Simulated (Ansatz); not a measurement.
CsSnI3:

```xyz
5
Lattice="6.2057 0.0000 0.0000 0.0000 6.2057 0.0000 0.0000 0.0000 6.2057" Properties=species:S:1:pos:R:3 pbc="T T T"
Cs    0.0000    0.0000    0.0000
I     3.1029    3.1029    0.0000
I     3.1029    0.0000    3.1029
I     0.0000    3.1029    3.1029
Sn    3.1029    3.1029    3.1029
```

Base run:

| Quantity | Value |
| --- | --- |
| Program | Ansatz 0.2.0 |
| Functional | PBE |
| Potentials or basis | Ansatz PAW |
| Cutoff | 420 eV (not typed: the program's choice for these potentials) |
| k mesh | 4 × 4 × 4 |
| Occupations | fermi-dirac, width 0.05 eV |
| Spin | spin-orbit coupling, no magnetisation |

Its results: band gap on the k mesh 0.08 eV, direct; pressure 0.8 GPa.

Task: The run is repeated on the same cell with these changes: functional from PBE to PBEsol. What comes out?

Result: Band gap on the k mesh 0.13 eV, direct; pressure -0.4 GPa.

PBEsol binds more tightly than PBE, so the same cell stands under less pressure.

Caveats: the cell was measured hot, at 500 K; the PAW data sets come from PBE, with cores solved anew for the run's functional, which leaves a small shift of forces and pressure (some runs).
